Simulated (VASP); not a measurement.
# InPd (Pm-3m) in VASP: further runs

One crystal, InPd, is run at these levels: vdW-DF, vdW-DF2; tasks: relaxation of cell and atoms.

Everything below comes from runs of VASP 6.6.1. Logs are shortened: lines on timing, memory, paths and dates and some standing lists are left out, and cuts for length are marked.

### Step 1. The crystal as given

Symmetry: Pm-3m, No. 221, cubic system. The conventional cell has a = 3.272 Å, b = 3.272 Å, c = 3.272 Å, α = 90.00°, β = 90.00°, γ = 90.00°. In (site symmetry m-3m) is surrounded by 8 Pd at 2.83 Å. Pd (site symmetry m-3m) is surrounded by 8 In at 2.83 Å.

The cell comes from a database or a generator and needn't be the stable form of this composition.

### Step 2. Relaxation of cell and atoms, vdW-DF

Input file INCAR:

```
PREC = Accurate
ENCUT = 600
EDIFF = 1E-6
ISMEAR = -1
SIGMA = 0.05
LREAL = F
LASPH = T
NELM = 80
ALGO = Fast
ISIF = 3
LWAVE = F
LCHARG = F
GGA = RE
LUSE_VDW = T
AGGAC = 0.0
IBRION = 2
NSW = 40
EDIFFG = -0.02
```

Input file KPOINTS:

```
regular mesh
0
Gamma
  8 8 8
```

Input file POSCAR:

```
InPd
1.0
    3.2718847800      0.0000000000      0.0000000000
    0.0000000000      3.2718847800      0.0000000000
    0.0000000000      0.0000000000      3.2718847800
In Pd
1 1
Direct
    0.0000000000      0.0000000000      0.0000000000
    0.5000000000      0.5000000000      0.5000000000
```

Potentials or basis: VASP PAW PBE potentials, release 64 (In_d, Pd).

Launch:

```bash
cat potpaw_PBE.64/In_d/POTCAR potpaw_PBE.64/Pd/POTCAR > POTCAR
mpirun -np 1 vasp_std > vasp.out
```

OUTCAR:

```text
PREC = Accurate
   ENCUT = 600
   EDIFF = 1E-6
   ISMEAR = -1
   LREAL = F
   LASPH = T
   NELM = 80
   ISIF = 3
   GGA = RE
   IBRION = 2
   NSW = 40
   EDIFFG = -0.02

 ion  position               nearest neighbor table
   1  0.000  0.000  0.000-   2 2.83   2 2.83   2 2.83   2 2.83   2 2.83   2 2.83   2 2.83   2 2.83

   2  0.500  0.500  0.500-   1 2.83   1 2.83   1 2.83   1 2.83   1 2.83   1 2.83   1 2.83   1 2.83

  LATTYP: Found a simple cubic cell.
 ALAT       =     3.2718847800

  Lattice vectors:

 A1 = (   3.2718847800,   0.0000000000,   0.0000000000)
 A2 = (   0.0000000000,   3.2718847800,   0.0000000000)
 A3 = (   0.0000000000,   0.0000000000,   3.2718847800)

Analysis of symmetry for initial positions (statically):
=====================================================================
 Subroutine PRICEL returns:
 Original cell was already a primitive cell.

 Routine SETGRP: Setting up the symmetry group for a
 simple cubic supercell.

 Subroutine GETGRP returns: Found 48 space group operations
 (whereof 48 operations were pure point group operations)
 out of a pool of 48 trial point group operations.

The static configuration has the point symmetry O_h .

Analysis of symmetry for dynamics (positions and initial velocities):
=====================================================================
 Subroutine PRICEL returns:
 Original cell was already a primitive cell.

 Routine SETGRP: Setting up the symmetry group for a
 simple cubic supercell.

 Subroutine GETGRP returns: Found 48 space group operations
 (whereof 48 operations were pure point group operations)
 out of a pool of 48 trial point group operations.

The dynamic configuration has the point symmetry O_h .

 Subroutine INISYM returns: Found 48 space group operations
 (whereof 48 operations are pure point group operations),
 and found     1 'primitive' translations

----------------------------------------------------------------------------------------

                                     Primitive cell

  volume of cell :      35.0263

  direct lattice vectors                    reciprocal lattice vectors
     3.271884780  0.000000000  0.000000000     0.305634234  0.000000000  0.000000000
     0.000000000  3.271884780  0.000000000     0.000000000  0.305634234  0.000000000
     0.000000000  0.000000000  3.271884780     0.000000000  0.000000000  0.305634234

  length of vectors
     3.271884780  3.271884780  3.271884780     0.305634234  0.305634234  0.305634234

  position of ions in fractional coordinates (direct lattice)
     0.000000000  0.000000000  0.000000000
     0.500000000  0.500000000  0.500000000

  ion indices of the primitive-cell ions
   primitive index   ion index
                 1           1
[... 71 lines left out ...]
   ENCUT  =  600.0 eV  44.10 Ry    6.64 a.u.   6.53  6.53  6.53*2*pi/ulx,y,z
   NELM   =     80;   NELMIN=  2; NELMDL= -5     # of ELM steps
   EDIFF  = 0.1E-05   stopping-criterion for ELM
   LREAL  =      F    real-space projection
   EDIFFG = -.2E-01   stopping-criterion for IOM
   NSW    =     40    number of steps for IOM
   IBRION =      2    ionic relax: 0-MD 1-quasi-New 2-CG
   NFREE  =      1    steps in history (QN), initial steepest desc. (CG)
   ISIF   =      3    stress and relaxation
   ISYM   =      2    0-nonsym 1-usesym 2-fastsym
   POTIM  = 0.5000    time-step for ionic-motion
   TEBEG  =    0.0;   TEEND  =   0.0 temperature during run
   PSTRESS=    0.0 pullay stress
   NELECT =      23.0000    total number of electrons
   NUPDOWN=      -1.0000    fix difference up-down
   EMIN   =  10.00;   EMAX   =-10.00  energy-range for DOS
   EFERMI =   0.00;   METHOD = LEGACY
   ISMEAR =    -1;   SIGMA  =   0.05  broadening in eV -4-tet -1-fermi 0-gaus
   EFERMI_NEDOS =   21; number of points for ismear=-14 and -15
   IALGO  =     68    algorithm
   IMIX   =      4    mixing-type and parameters
     AMIX     =   0.40;   BMIX     =  1.00
     AMIX_MAG =   1.60;   BMIX_MAG =  1.00
  volume/ion in A,a.u.               =      17.51       118.18
  Fermi-wavevector in a.u.,A,eV,Ry     =   1.422938  2.688964 27.548447  2.024754
  Thomas-Fermi vector in A             =   2.543589
   LORBIT       =      0    0 simple, 1 ext, 2 COOP (PROOUT), +10 PAW based schemes
   GGA     = RE    functional components
   LHFCALC =     F    Hartree Fock is set to
   AEXX    =    0.0000 exact exchange contribution
   IVDW_NL    =     1    kernel type
   BPARAM     = 6.3000
   IVDW    =     0    specifies the selected vdW correction
   LEPSILON=     F    determine dielectric tensor
   LRPA    =     F    only Hartree local field effects (RPA)
 conjugate gradient relaxation of ions
 non-spin polarized calculation
 RMM-DIIS sequential band-by-band and
  energy-cutoff  :      600.00
  volume of cell :       35.03
 maximum number of plane-waves:      1189
 NGX is ok and might be reduce to    28
   NGX = 13   NGY = 13   NGZ = 13

--------------------------------------- Ionic step        1  -------------------------------------------

 number of electron      23.0000010 magnetization

 Free energy of the ion-electron system (eV)
  ---------------------------------------------------
  ext. energy  EPLUGINS =         0.00000000
  ---------------------------------------------------
  free energy    TOTEN  =        -1.01196433 eV

  energy without entropy =       -1.00193832  energy(sigma->0) =       -1.00695133

 E-fermi :  10.5164     XC(G=0): -12.0731

 val. band max:       10.4609446196   @ k =   0.3750   0.2500   0.1250
 cond. band min:      10.5194517832   @ k =   0.3750   0.3750   0.1250
 fundamental gap:      0.0585071636
 Fermi energy:        10.5164431825

 k-point     1 :       0.0000    0.0000    0.0000
  band No.  band energies     occupation
      1      -4.5574      2.00000
      2      -4.5574      2.00000
      3      -4.1589      2.00000
      4      -4.1589      2.00000
      5      -4.1589      2.00000
      6       0.5755      2.00000
      7       6.7666      2.00000
      8       6.7666      2.00000
      9       8.2833      2.00000
     10       8.2833      2.00000
     11       8.2833      2.00000
     12      14.8415      0.00000
     13      14.8415      0.00000
     14      14.8415      0.00000
[... 490 lines left out ...]
--------------------------------------- Ionic step        3  -------------------------------------------

 number of electron      22.9999996 magnetization

 Free energy of the ion-electron system (eV)
  ---------------------------------------------------
  ext. energy  EPLUGINS =         0.00000000
  ---------------------------------------------------
  free energy    TOTEN  =        -1.10208966 eV

  energy without entropy =       -1.09031724  energy(sigma->0) =       -1.09620345

 E-fermi :   9.1508     XC(G=0): -11.5658

 val. band max:        9.1335174771   @ k =   0.5000   0.3750   0.3750
 cond. band min:       9.2407578850   @ k =   0.3750   0.3750   0.1250
 fundamental gap:      0.1072404079
 Fermi energy:         9.1508380916

 k-point     1 :       0.0000    0.0000    0.0000
  band No.  band energies     occupation
      1      -5.6510      2.00000
      2      -5.6510      2.00000
      3      -5.3446      2.00000
      4      -5.3446      2.00000
      5      -5.3446      2.00000
      6      -0.0486      2.00000
      7       5.8382      2.00000
      8       5.8382      2.00000
      9       7.1409      2.00000
     10       7.1409      2.00000
     11       7.1409      2.00000
     12      13.3516      0.00000
     13      13.3516      0.00000
     14      13.3516      0.00000
[... 448 lines left out ...]
  energy  without entropy=       -1.0903172440  energy(sigma->0) =       -1.09620345

Total vdW correction in eV:      4.3666599

 reached required accuracy - stopping structural energy minimisation
```

OSZICAR:

```text
N       E                     dE             d eps       ncg     rms          rms(c)
DAV:   1     0.181760125545E+03    0.18176E+03   -0.12674E+04  1057   0.223E+03
DAV:   2     0.709299233627E+01   -0.17467E+03   -0.17098E+03  1120   0.443E+02
DAV:   3    -0.996794011261E+00   -0.80898E+01   -0.80508E+01  1281   0.987E+01
DAV:   4    -0.115391229882E+01   -0.15712E+00   -0.15709E+00  1351   0.130E+01
[... 37 lines left out ...]
RMM:  12    -0.110210517876E+01    0.10352E-03   -0.19097E-04  1111   0.208E-01    0.150E-01
RMM:  13    -0.110209935837E+01    0.58204E-05   -0.11540E-05  1261   0.436E-02    0.113E-01
RMM:  14    -0.110209068170E+01    0.86767E-05   -0.20391E-05  1102   0.630E-02    0.398E-02
RMM:  15    -0.110208944839E+01    0.12333E-05   -0.90505E-06  1009   0.374E-02    0.512E-03
RMM:  16    -0.110208966148E+01   -0.21310E-06   -0.16531E-06   638   0.152E-02
   3 F= -.11020897E+01 E0= -.10962035E+01  d E =-.901253E-01
```

It took 2.4 min on 1 thread of Intel Xeon Platinum 8375C at 2.90GHz (Ice Lake), shared host; peak memory 0.34 GiB.

What came out:

* Free energy: -1.1021 eV
* Relaxed volume: 19.16 Å³/atom
* Relaxed cell: a = 3.372 Å, b = 3.372 Å, c = 3.372 Å, α = 90.00°, β = 90.00°, γ = 90.00°
* Space group after relaxing (to 0.05 Å): Pm-3m (No. 221)
* Energy gained by relaxing: 45.1 meV/atom
* Ionic steps: 3
* Pressure after relaxing: 0.1 GPa
* Band gap on the k mesh: none (metal or under the smearing width)

Step by step:
```
step  energy change (eV)  largest force (eV/Å)  pressure (GPa)  volume (Å³)
   1              0.0000                0.0000            9.88        35.03
   2             -0.0547                0.0000           -4.56        40.79
   3             -0.0901                0.0000            0.05        38.33
```

Final structure:
```xyz
2
Lattice="3.3716 0.0000 0.0000 0.0000 3.3716 0.0000 0.0000 0.0000 3.3716" Properties=species:S:1:pos:R:3 pbc="T T T"
In    0.0000    0.0000    0.0000
Pd    1.6858    1.6858    1.6858
```

Caveat: the PAW data sets were made with another functional, which shifts forces and pressure a little.

### Step 3. Relaxation of cell and atoms, vdW-DF2

Input file INCAR:

```
SYSTEM = InPd
PREC = Accurate
ENCUT = 600
EDIFF = 1E-6
ISMEAR = -1
SIGMA = 0.05
LREAL = .False.
LASPH = .True.
NELM = 60
ALGO = Normal
ISIF = 3
LWAVE = .False.
LCHARG = .False.
GGA = ML
LUSE_VDW = .True.
AGGAC = 0.0
ZAB_VDW = -1.8867
IBRION = 2
NSW = 40
EDIFFG = -0.01
```

Input file KPOINTS:

```
Automatic mesh
0
Gamma
  8 8 8
  0 0 0
```

POSCAR is that of step 2.

Potentials or basis: VASP PAW PBE potentials, release 64 (In_d, Pd).

Launch:

```bash
cat potpaw_PBE.64/In_d/POTCAR potpaw_PBE.64/Pd/POTCAR > POTCAR
mpirun -np 1 vasp_std > vasp.out
```

Run time: 4.5 min. Hardware: 1 thread of Intel Xeon Platinum 8375C at 2.90GHz (Ice Lake), shared host; peak memory 0.34 GiB.

It converged, with:

```
Free energy                            : -1.4848 eV
Relaxed volume                         : 20.32 Å³/atom
Relaxed cell                           : a = 3.438 Å, b = 3.438 Å, c = 3.438 Å, α = 90.00°, β = 90.00°, γ = 90.00°
Space group after relaxing (to 0.05 Å) : Pm-3m (No. 221)
Energy gained by relaxing              : 121.8 meV/atom
Ionic steps                            : 13
Pressure after relaxing                : 0.1 GPa
Band gap on the k mesh                 : none (metal or under the smearing width)
```

The path:
```
step  energy change (eV)  largest force (eV/Å)  pressure (GPa)  volume (Å³)
   1              0.0000                0.0000           15.87        35.03
   2             -0.1763                0.0000           -4.92        44.57
   3             -0.2436                0.0000           -0.08        40.72
   4             -0.2436                0.0000            0.22        40.60
   5             -0.2436                0.0000            0.18        40.60
   6             -0.2436                0.0000            0.11        40.61
   7             -0.2436                0.0000            0.12        40.61
   8             -0.2436                0.0000            0.12        40.61
   9             -0.2436                0.0000            0.12        40.61
  10             -0.2436                0.0000            0.12        40.61
  11             -0.2436                0.0000            0.12        40.61
  12             -0.2436                0.0000            0.09        40.62
  13             -0.2436                0.0000            0.08        40.63
```

Final structure:
```
In Pd
1.0
     3.43786    0.00000    0.00000
     0.00000    3.43786    0.00000
     0.00000    0.00000    3.43786
In Pd
1 1
Cartesian
  0.0000 3.4379 0.0000
  1.7189 1.7189 1.7189
```

Levels at points of the mesh, in eV from the Fermi level:
| k point | band 9 | band 10 | band 11 | band 12 | band 13 | band 14 |
| --- | --- | --- | --- | --- | --- | --- |
| (0.00, 0.00, 0.00) | -1.88 | -1.88 | -1.88 | 4.09 | 4.09 | 4.09 |
| (0.50, 0.00, 0.00) | -2.62 | -2.62 | -1.92 | -0.95 | 8.32 | 8.32 |
| (0.50, 0.50, 0.00) | -2.21 | -1.51 | -1.51 | -1.44 | 0.73 | 2.14 |
| (0.50, 0.50, 0.50) | -1.41 | -1.41 | -0.93 | 3.98 | 3.98 | 3.98 |

Caveat: the volume moved by over 15 % at a fixed basis, so the end points are rough; the PAW data sets were made with another functional, which shifts forces and pressure a little.

### Step 4. The reference run

An earlier run on the cell as given: functional PBE; potentials or basis VASP PAW PBE potentials, release 64 (In_d, Pd); cutoff 520 eV; k mesh 8 × 8 × 8; occupations fermi-dirac, width 0.05 eV; no spin polarisation.

- Pressure: 3.7 GPa
- Band gap on the k mesh: none (metal or under the smearing width)

### Step 5. The runs side by side

```csv
task,level,cell,cutoff (eV),gap on the mesh (eV),pressure (GPa),relaxed volume (Å³/atom)
relaxation of cell and atoms,vdW-DF,relaxed,600,none,0.1,19.16
relaxation of cell and atoms,vdW-DF2,relaxed,600,none,0.1,20.32
single point,PBE,as given,520,none,3.7,-
```

Alike in all rows: potentials or basis VASP PAW PBE potentials, release 64 (In_d, Pd); no spin polarisation; k mesh 8 × 8 × 8; smearing fermi-dirac 0.05 eV.

Caveats: the PAW data sets were made with another functional, which shifts forces and pressure a little (some runs); the volume moved by over 15 % at a fixed basis, so the end points are rough (some runs).

Total energies depend on the potentials used, so only differences within one code and one set of settings carry meaning.
